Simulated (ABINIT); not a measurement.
Mo:

```
Mo
1.0
    -1.58381    1.58381    1.58381
     1.58381   -1.58381    1.58381
     1.58381    1.58381   -1.58381
Mo
1
Direct
  0.00000 0.00000 0.00000
```

Base run:

* Program: ABINIT 10.8.3 (patched build)
* Functional: r2SCAN
* Potentials or basis: SG15 NC PBE v1.2
* Cutoff: 599 eV
* k mesh: 12 × 12 × 12
* Occupations: fermi-dirac, width 0.05 eV
* Spin: no spin polarisation

Its results: band gap on the k mesh none (metal or under the smearing width); pressure -5.5 GPa.

Question: The run is repeated on the same cell with these changes: potentials or basis from SG15 NC PBE v1.2 to Ansatz NC r2SCAN; cutoff from 599 eV to 1306 eV. What comes out?

Answer: Band gap on the k mesh none (metal or under the smearing width); pressure -4.5 GPa.

Caveats: the potentials were made for another functional, which shifts forces and pressure (some runs).
